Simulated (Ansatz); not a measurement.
# Two Ansatz runs on Os

The cell comes from COD entry 1534943, which wasn't checked; take it as a given geometry. The listed cell was then made from it by scaling, straining or moving an atom.

First run: DFT, PBE, all-electron PAW with datasets made for the crystal, scalar-relativistic (Ansatz 0.2.0).

Command: `ansatz run input.yaml --threads 1 --pin off --max-ram 2048MiB --backend cpu --events-out ev --progress --plain --runs-dir out` The run took 4.6 s on 1 thread of Arm Neoverse V2 (shared host), peak memory 0.41 GiB.

```yaml
crystal:
  lattice:
    - [0.0, 1.9831469396, 1.9831469396]
    - [1.9831469396, 0.0, 1.9831469396]
    - [1.9831469396, 1.9831469396, 0.0]
  atoms:
    - { symbol: Os, position: [0.0, 0.0, 0.0] }
kpoints:
  mp_grid: { grid: [14, 14, 14] }
scf:
  occupations: { method: fermi_dirac, width: 0.03 }
hamiltonian:
  xc: pbe
  pseudopotentials: { kind: all_electron, datasets: crystal }
output:
  forces: true
  stress: true
  eigenvalues: true
  efg: { contact_densities: true }
```

Result: converged; pressure -26.7 GPa; no gap on the k mesh; 7 SCF iterations.

No spin–orbit coupling, which matters for the heavy atoms here.

A second input differs as follows:

```diff
@@ -10,4 +10,6 @@
 scf:
   occupations: { method: fermi_dirac, width: 0.03 }
+  mixing: { algorithm: broyden, beta: 0.95, ndim: 1, preconditioner: none }
+  max_iter: 75
 hamiltonian:
   xc: pbe
```

Question: Does the change harm the result?

Answer: Not here: the run converged; energy at zero smearing 0.0 meV/atom from the first run; pressure -26.7 GPa; no gap on the k mesh; 7 SCF iterations, so the odd setting did no harm in this case.
